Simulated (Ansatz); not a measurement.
System: Tl (fcc type), 1 atom in the cell.

```
Tl
1.0
     0.00000    2.49330    2.49330
     2.49330    0.00000    2.49330
     2.49330    2.49330    0.00000
Tl
1
Direct
  0.00000 0.00000 0.00000
```

Code and potentials: Ansatz all-electron LAPW. Settings of the plain PBE run: k-mesh 4×4×4 Γ-centred; Fermi–Dirac smearing of 0.15 eV; no spin polarisation; no spin–orbit coupling.

Plain PBE gives:

| Item | Value |
| --- | --- |
| Pressure | 0.80 GPa |

**Question.** What changes under PBE with spin–orbit coupling?

**Answer.** The pressure drops by 0.47 GPa to 0.33 GPa.

The k-mesh is coarse, so these values belong to this mesh and can lie far from the converged ones. This cubic structure is a model: it isn't the usual form of the substance at ambient conditions, and such phases are metastable or hypothetical.
